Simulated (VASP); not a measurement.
# Pt (Fd-3m) in VASP: notebook, part 2 of 2

VASP 6.6.1.

## Step 3: Relaxation of cell and atoms, PBE (random cell with space group P-3m1 (No. 164))

Contents of INCAR:

```
SYSTEM = Pt
PREC     = Accurate       ! precision mode
ENCUT    = 600            ! plane-wave cutoff, eV
EDIFF    = 1E-7           ! SCF threshold, eV
ISMEAR   = 0              ! smearing method
SIGMA    = 0.1            ! smearing width, eV
LREAL    = .FALSE.        ! projectors in reciprocal space
LASPH    = .TRUE.         ! aspherical terms in the spheres
NELM     = 100            ! most SCF steps
ALGO     = Normal         ! electronic algorithm
ISIF     = 3              ! what is computed and relaxed
LWAVE    = .FALSE.        ! write WAVECAR
LCHARG   = .FALSE.        ! write CHGCAR
GGA      = PE             ! functional
IBRION   = 2              ! ionic algorithm
NSW      = 90             ! ionic steps
EDIFFG   = -0.04          ! ionic threshold
```

Contents of KPOINTS:

```
Automatic mesh
0
G
  6 6 6
  0 0 0
```

Contents of POSCAR:

```
Pt
1.0
    3.7440179766      0.0000000000      0.0000000000
   -1.8720089883      3.2424146800      0.0000000000
    0.0000000000      0.0000000000      3.2542249029
Pt
2
Direct
    0.3333333333      0.6666666667      0.4623500000
    0.6666666667      0.3333333333      0.5376500000
```

Potentials or basis: VASP PAW PBE potentials, release 64 (Pt).

On the command line:

```
> cat potpaw_PBE.64/Pt/POTCAR > POTCAR
> mpirun -np 1 vasp_std > vasp.out
```

OUTCAR:

```text
SYSTEM = Pt
   PREC = Accurate
   ENCUT = 600
   EDIFF = 1E-7
   ISMEAR = 0
   LREAL = .FALSE.
   LASPH = .TRUE.
   NELM = 100
   ISIF = 3
   GGA = PE
   IBRION = 2
   NSW = 90
   EDIFFG = -0.04

 ion  position               nearest neighbor table
   1  0.333  0.667  0.462-   2 2.18   2 2.18   2 2.18
   2  0.667  0.333  0.538-   1 2.18   1 2.18   1 2.18

  LATTYP: Found a hexagonal cell.
 ALAT       =     3.7440179766
 C/A-ratio  =     0.8691798285

  Lattice vectors:

 A1 = (   3.7440179766,   0.0000000000,   0.0000000000)
 A2 = (  -1.8720089883,   3.2424146800,   0.0000000000)
 A3 = (   0.0000000000,   0.0000000000,   3.2542249029)

Analysis of symmetry for initial positions (statically):
=====================================================================
 Subroutine PRICEL returns:
 Original cell was already a primitive cell.

 Routine SETGRP: Setting up the symmetry group for a
 hexagonal supercell.

 Subroutine GETGRP returns: Found 12 space group operations
 (whereof 12 operations were pure point group operations)
 out of a pool of 24 trial point group operations.

The static configuration has the point symmetry D_3d.

Analysis of symmetry for dynamics (positions and initial velocities):
=====================================================================
 Subroutine PRICEL returns:
 Original cell was already a primitive cell.

 Routine SETGRP: Setting up the symmetry group for a
 hexagonal supercell.

 Subroutine GETGRP returns: Found 12 space group operations
 (whereof 12 operations were pure point group operations)
 out of a pool of 24 trial point group operations.

The dynamic configuration has the point symmetry D_3d.

 Subroutine INISYM returns: Found 12 space group operations
 (whereof 12 operations are pure point group operations),
 and found     1 'primitive' translations

----------------------------------------------------------------------------------------

                                     Primitive cell

  volume of cell :      39.5052

  direct lattice vectors                    reciprocal lattice vectors
     3.744017977  0.000000000  0.000000000     0.267092735  0.154206062  0.000000000
    -1.872008988  3.242414680  0.000000000     0.000000000  0.308412125  0.000000000
     0.000000000  0.000000000  3.254224903     0.000000000  0.000000000  0.307292836

  length of vectors
     3.744017977  3.744017977  3.254224903     0.308412125  0.308412125  0.307292836

  position of ions in fractional coordinates (direct lattice)
     0.333333333  0.666666667  0.462350000
     0.666666667  0.333333333  0.537650000

  ion indices of the primitive-cell ions
   primitive index   ion index
                 1           1
                 2           2

----------------------------------------------------------------------------------------

 KPOINTS: Automatic mesh

Automatic generation of k-mesh.
 Grid dimensions read from file:
 generate k-points for:    6    6    6

 Generating k-lattice:

  Cartesian coordinates                     Fractional coordinates (reciprocal lattice)
     0.044515456  0.025701010  0.000000000     0.166666667  0.000000000  0.000000000
     0.000000000  0.051402021  0.000000000     0.000000000  0.166666667  0.000000000
     0.000000000  0.000000000  0.051215473     0.000000000  0.000000000  0.166666667

  Length of vectors
     0.051402021  0.051402021  0.051215473

  Shift w.r.t. Gamma in fractional coordinates (k-lattice)
     0.000000000  0.000000000  0.000000000

 Subroutine IBZKPT returns following result:
 ===========================================

 Found     34 irreducible k-points:

 Following reciprocal coordinates:
            Coordinates               Weight
  0.000000  0.000000  0.000000      1.000000
  0.166667  0.000000  0.000000      6.000000
  0.333333  0.000000  0.000000      6.000000
  0.500000  0.000000  0.000000      3.000000
  0.166667  0.166667  0.000000      6.000000
  0.333333  0.166667  0.000000     12.000000
[... 16 lines left out ...]
  0.500000  0.000000  0.333333      6.000000
  0.166667  0.166667  0.333333     12.000000
 [... further k-points ...]
   k-points           NKPTS =     34   k-points in BZ     NKDIM =     34   number of bands    NBANDS=     14
   number of dos      NEDOS =    301   number of ions     NIONS =      2
   total plane-waves  NPLWV =  25200
   dimension x,y,z NGX =    30 NGY =   30 NGZ =   28
   dimension x,y,z NGXF=    60 NGYF=   60 NGZF=   56
   ions per type =               2
   NGX,Y,Z   is equivalent  to a cutoff of  13.32, 13.32, 14.30 a.u.
   NGXF,Y,Z  is equivalent  to a cutoff of  26.64, 26.64, 28.61 a.u.
 SYSTEM =  Pt
   PREC   = accura    normal or accurate (medium, high low for compatibility)
   ISTART =      0    job   : 0-new  1-cont  2-samecut
   ICHARG =      2    charge: 1-file 2-atom 10-const
   ISPIN  =      1    spin polarized calculation?
   LNONCOLLINEAR =      F non collinear calculations
   LSORBIT =      F    spin-orbit coupling
   LASPH  =      T    aspherical Exc in radial PAW
   ENCUT  =  600.0 eV  44.10 Ry    6.64 a.u.   7.48  7.48  6.50*2*pi/ulx,y,z
   NELM   =    100;   NELMIN=  2; NELMDL= -5     # of ELM steps
   EDIFF  = 0.1E-06   stopping-criterion for ELM
   LREAL  =      F    real-space projection
   EDIFFG = -.4E-01   stopping-criterion for IOM
   NSW    =     90    number of steps for IOM
   IBRION =      2    ionic relax: 0-MD 1-quasi-New 2-CG
   NFREE  =      1    steps in history (QN), initial steepest desc. (CG)
   ISIF   =      3    stress and relaxation
   ISYM   =      2    0-nonsym 1-usesym 2-fastsym
   POTIM  = 0.5000    time-step for ionic-motion
   TEBEG  =    0.0;   TEEND  =   0.0 temperature during run
   PSTRESS=    0.0 pullay stress
   NELECT =      20.0000    total number of electrons
   NUPDOWN=      -1.0000    fix difference up-down
   EMIN   =  10.00;   EMAX   =-10.00  energy-range for DOS
   EFERMI =   0.00;   METHOD = LEGACY
   ISMEAR =     0;   SIGMA  =   0.10  broadening in eV -4-tet -1-fermi 0-gaus
   EFERMI_NEDOS =   21; number of points for ismear=-14 and -15
   IALGO  =     38    algorithm
   IMIX   =      4    mixing-type and parameters
     AMIX     =   0.40;   BMIX     =  1.00
     AMIX_MAG =   1.60;   BMIX_MAG =  1.00
  volume/ion in A,a.u.               =      19.75       133.30
  Fermi-wavevector in a.u.,A,eV,Ry     =   1.304769  2.465655 23.162844  1.702421
  Thomas-Fermi vector in A             =   2.435682
   LORBIT       =      0    0 simple, 1 ext, 2 COOP (PROOUT), +10 PAW based schemes
   GGA     = PE    functional components
   LHFCALC =     F    Hartree Fock is set to
   AEXX    =    0.0000 exact exchange contribution
   IVDW    =     0    specifies the selected vdW correction
   LEPSILON=     F    determine dielectric tensor
   LRPA    =     F    only Hartree local field effects (RPA)
 conjugate gradient relaxation of ions
 non-spin polarized calculation
 Gauss-broadening in eV      SIGMA  =   0.10
  energy-cutoff  :      600.00
  volume of cell :       39.51
 maximum number of plane-waves:      1330
 NGX is ok and might be reduce to    30

--------------------------------------- Ionic step        1  -------------------------------------------

 number of electron      20.0000001 magnetization

 Free energy of the ion-electron system (eV)
  ---------------------------------------------------
  ext. energy  EPLUGINS =         0.00000000
  ---------------------------------------------------
  free energy    TOTEN  =        -6.63954265 eV

  energy without entropy =       -6.61566640  energy(sigma->0) =       -6.62760453

------------------------ aborting loop because EDIFF is reached ----------------------------------------

  FORCE on cell =-STRESS in cart. coord.  units (eV):
  Direction    XX          YY          ZZ          XY          YZ          ZX
  --------------------------------------------------------------------------------------
  -------------------------------------------------------------------------------------
  Total       25.6333421     25.6333421     -0.4159622      0.0000000      0.0000000      0.0000000
  in kB     1039.5892255   1039.5892256    -16.8698172      0.0000000      0.0000000      0.0000000
  external PRESSURE =     687.4362113 kB  Pullay stress =       0.0000000 kB
[... 1748 lines left out ...]
      3       0.4707      2.00000
      4       0.8359      2.00000
      5       5.4146      2.00000
      6       8.0437      2.00000
      7       8.2326      2.00000
      8      10.5102      2.00000
      9      10.6503      2.00000
     10      11.6967      2.00000
     11      19.9660      0.00000
     12      22.0381      0.00000
     13      22.6767      0.00000
     14      26.9095      0.00000

 [... further k-points ...]

[... ionic steps 4 to 22 ...]

--------------------------------------- Ionic step       23  -------------------------------------------

 number of electron      20.0000005 magnetization

------------------------ aborting loop because EDIFF is reached ----------------------------------------
[... 67 lines left out ...]
--------------------------------------- Ionic step       25  -------------------------------------------

 number of electron      20.0000003 magnetization

 Free energy of the ion-electron system (eV)
  ---------------------------------------------------
  ext. energy  EPLUGINS =         0.00000000
  ---------------------------------------------------
  free energy    TOTEN  =       -10.77829559 eV

  energy without entropy =      -10.75619692  energy(sigma->0) =      -10.76724625

 E-fermi :   5.8047     XC(G=0): -10.9335

 val. band max:        5.7916319516   @ k =   0.0000   0.3333   0.3333
 cond. band min:       5.8316855230   @ k =   0.3333   0.1667   0.5000
 fundamental gap:      0.0400535714
 Fermi energy:         5.8046589814
[... 437 lines left out ...]
  FREE ENERGIE OF THE ION-ELECTRON SYSTEM (eV)
  ---------------------------------------------------
  free  energy   TOTEN  =       -10.7782955896 eV

  energy  without entropy=      -10.7561969159  energy(sigma->0) =      -10.76724625

 reached required accuracy - stopping structural energy minimisation
```

It took 3 min on 1 thread of Intel Xeon 6975P-C (Granite Rapids), shared host; peak memory 0.19 GiB.

What came out:

* Free energy: -10.7783 eV
* Relaxed volume: 21.82 Å³/atom
* Relaxed cell: a = 4.374 Å, b = 4.374 Å, c = 2.634 Å, α = 90.00°, β = 90.00°, γ = 120.00°
* Space group after relaxing (to 0.05 Å): P6/mmm (No. 191)
* Energy gained by relaxing: 2069.4 meV/atom
* Ionic steps: 25
* Pressure after relaxing: 0.0 GPa
* Largest force after relaxing: 0.005 eV/Å
* Band gap on the k mesh: none (metal or under the smearing width)

Forces in eV/Å, atoms in the order of the input:
```
Pt   0.000  0.000 -0.005
Pt   0.000  0.000  0.005
```

The path:
```csv
step,energy change (eV),largest force (eV/Å),pressure (GPa),volume (Å³)
1,0.0000,2.1559,68.74,39.51
2,1.2900,0.2903,-10.90,102.42
3,0.3436,0.3704,-13.63,88.55
4,-0.7660,0.4036,-16.64,76.53
5,-2.8315,0.1123,-14.00,56.53
6,-2.7972,0.5841,6.01,47.64
7,-3.0069,0.0902,-8.84,52.81
8,-3.0176,0.1750,-6.51,51.67
9,-3.8805,0.2045,-6.42,46.26
10,34.3133,0.2262,435.72,27.84
11,-3.9430,0.2891,-5.69,45.86
12,-3.8873,0.4551,10.48,41.54
13,-4.0783,0.3460,-2.29,44.27
14,-4.0918,0.3691,0.05,43.55
15,-4.0919,0.3636,-0.56,43.72
16,-4.1033,0.3304,0.66,43.38
17,-4.1140,0.2125,3.89,42.51
18,-4.1167,0.1980,3.75,42.55
19,-4.1236,0.1504,3.38,42.67
20,-4.1327,0.0412,2.50,42.90
21,-4.1303,0.1813,0.83,43.38
22,-4.1351,0.0578,1.79,43.11
23,-4.1371,0.0403,1.18,43.29
24,-4.1385,0.0076,-0.44,43.77
25,-4.1388,0.0052,-0.02,43.64
```

Final structure:
```
Pt
1.0
     4.37409    0.00000    0.00000
    -2.18704    3.78807    0.00000
     0.00000    0.00000    2.63393
Pt
2
Direct
  0.33333 0.66667 0.50042
  0.66667 0.33333 0.49958
```

Levels at points of the mesh, in eV from the Fermi level:
```csv
k point,band 6,band 7,band 8,band 9,band 10,band 11,band 12,band 13,band 14
"(0.00, 0.00, 0.00)",-2.97,-2.97,-1.45,-1.45,0.20,0.20,6.14,6.14,8.25
"(0.50, 0.00, 0.00)",-2.08,-1.63,-1.17,-0.48,-0.22,0.43,0.85,2.58,8.00
"(0.00, 0.00, 0.50)",-2.19,-2.19,-2.13,-2.13,0.39,2.03,4.49,9.80,11.78
"(0.50, 0.00, 0.50)",-3.15,-1.64,-0.07,-0.07,1.03,3.83,4.94,5.57,6.35
```

## Step 4: Single point, PBE

This run uses another cell than the first one: it holds 2 atoms, not 5.

Contents of INCAR:

```
SYSTEM = Pt
PREC = Accurate
ENCUT = 520
EDIFF = 1E-6
ISMEAR = 0
SIGMA = 0.1
LREAL = .FALSE.
LASPH = .TRUE.
NELM = 100
ALGO = Normal
ISIF = 2
LWAVE = .FALSE.
LCHARG = .FALSE.
GGA = PE
NBANDS = 17
```

Contents of KPOINTS:

```
regular mesh
0
G
  6 6 6
  0 0 0
```

Contents of POSCAR:

```
Pt
1.0
    0.0000000000      2.6240086575      2.6240086575
    2.6240086575      0.0000000000      2.6240086575
    2.6240086575      2.6240086575      0.0000000000
Pt
2
Direct
    0.5000000000      0.5000000000      0.5000000000
    0.7500000000      0.7500000000      0.7500000000
```

On the command line:

```
> cat potpaw_PBE.64/Pt/POTCAR > POTCAR
> mpirun -np 1 vasp_std > vasp.out
```

It took 5.4 s on 1 thread of AMD EPYC 9R45 (Zen 5), shared host; peak memory 0.12 GiB.

It converged, with:

- Free energy: -8.1539 eV
- Pressure: 67.7 GPa
- Band gap on the k mesh: none (metal or under the smearing width)

Levels at points of the mesh, in eV from the Fermi level:
```tsv
k point	band 6	band 7	band 8	band 9	band 10	band 11	band 12	band 13	band 14	band 15
(0.00, 0.00, 0.00)	-6.22	-2.82	-2.82	-2.82	0.05	0.05	11.40	11.56	12.98	12.98
(0.50, 0.00, 0.00)	-6.32	-2.63	-2.01	-2.01	-0.57	-0.57	0.95	9.55	9.55	9.80
(0.50, 0.50, 0.00)	-4.64	-3.80	-3.80	-0.20	-0.20	1.56	1.56	3.78	3.78	10.78
```

Caveat: a pressure of tens of GPa on the cell as given is suspect, and the run, the potentials or the cell itself is likely at fault. Spin-orbit coupling is left out, which matters for the levels of Pt.

## Step 5: Single point, PBE

This run uses another cell than the first one: it holds 3 atoms, not 5.

INCAR: that of step 4 with these lines changed.

```diff
@@ -3,3 +3,3 @@
 ENCUT = 520
-EDIFF = 1E-6
+EDIFF = 1E-7
 ISMEAR = 0
@@ -14,2 +14,2 @@
 GGA = PE
-NBANDS = 17
+NBANDS = 22
```

Contents of KPOINTS:

```
Automatic mesh
0
G
  6 6 6
  0 0 0
```

Contents of POSCAR:

```
Pt
1.0
    4.7001077127      0.0000000000      0.0000000000
   -2.3500538564      4.0704126797      0.0000000000
    0.0000000000      0.0000000000      2.8813703804
Pt
3
Direct
    0.0000000000      0.0000000000      0.0000000000
    0.3333333333      0.6666666667      0.5000000000
    0.6666666667      0.3333333333      0.5000000000
```

On the command line:

```
> cat potpaw_PBE.64/Pt/POTCAR > POTCAR
> mpirun -np 1 vasp_std > vasp.out
```

Wall time 17 s (1 thread of AMD EPYC 9R45 (Zen 5), shared host); peak memory 0.16 GiB.

It converged, with:

| Property | Result |
| --- | --- |
| Free energy | -17.3012 eV |
| Pressure | -22.2 GPa |
| Band gap on the k mesh | none (metal or under the smearing width) |

Stress tensor (GPa, compression positive):
```
-21.35   0.00   0.00
  0.00 -21.35   0.00
  0.00   0.00 -23.91
```

Levels at points of the mesh, in eV from the Fermi level:
| k point | band 11 | band 12 | band 13 | band 14 | band 15 | band 16 | band 17 | band 18 | band 19 | band 20 |
| --- | --- | --- | --- | --- | --- | --- | --- | --- | --- | --- |
| (0.00, 0.00, 0.00) | -1.61 | -1.61 | -1.50 | -1.50 | 0.26 | 0.26 | 4.44 | 5.41 | 6.78 | 6.78 |
| (0.50, 0.00, 0.00) | -1.36 | -0.68 | -0.28 | -0.25 | -0.23 | -0.10 | 0.29 | 0.69 | 5.01 | 12.50 |
| (0.00, 0.00, 0.50) | -0.36 | -0.36 | -0.07 | -0.07 | 0.85 | 1.77 | 2.04 | 7.60 | 7.82 | 8.29 |
| (0.50, 0.00, 0.50) | -1.32 | -0.66 | -0.23 | 0.09 | 0.54 | 2.20 | 2.21 | 4.35 | 4.59 | 6.97 |

Caveat: the k mesh is coarse (spacing up to 0.36 Å⁻¹), so the values aren't converged; so large a pressure means that the cell lies far from this level's equilibrium, or that cutoff or potentials fall short. Spin-orbit coupling is left out, which matters for the levels of Pt.

## Step 6: Summary

| task | cell | k mesh | cutoff (eV) | mesh quality | gap on the mesh (eV) | pressure (GPa) | relaxed volume (Å³/atom) | largest force (eV/Å) |
| --- | --- | --- | --- | --- | --- | --- | --- | --- |
| relaxation of cell and atoms | relaxed from: random cell with space group Fmm2 (No. 42) | 4 × 4 × 4 | 600 | coarse | none | 0.0 | 19.23 | 0.02 |
| relaxation of cell and atoms | relaxed from: random cell with space group P-3m1 (No. 164) | 6 × 6 × 6 | 600 | not flagged | none | 0.0 | 21.82 | 0.01 |
| single point | Fd-3m, 18.07 Å³/atom | 6 × 6 × 6 | 520 | not flagged | none | 67.7 | - | - |
| single point | P6/mmm, 18.37 Å³/atom | 6 × 6 × 6 | 520 | coarse | none | -22.2 | - | - |

Alike in all rows: level PBE; potentials or basis VASP PAW PBE potentials, release 64 (Pt); no spin polarisation; smearing gaussian 0.1 eV.

Caveats: some runs use coarse meshes; a pressure of tens of GPa on the cell as given is suspect, and the run, the potentials or the cell itself is likely at fault (some runs); so large a pressure means that the cell lies far from this level's equilibrium, or that cutoff or potentials fall short (some runs).

Total energies depend on the potentials used, so only differences within one code and one set of settings carry meaning.
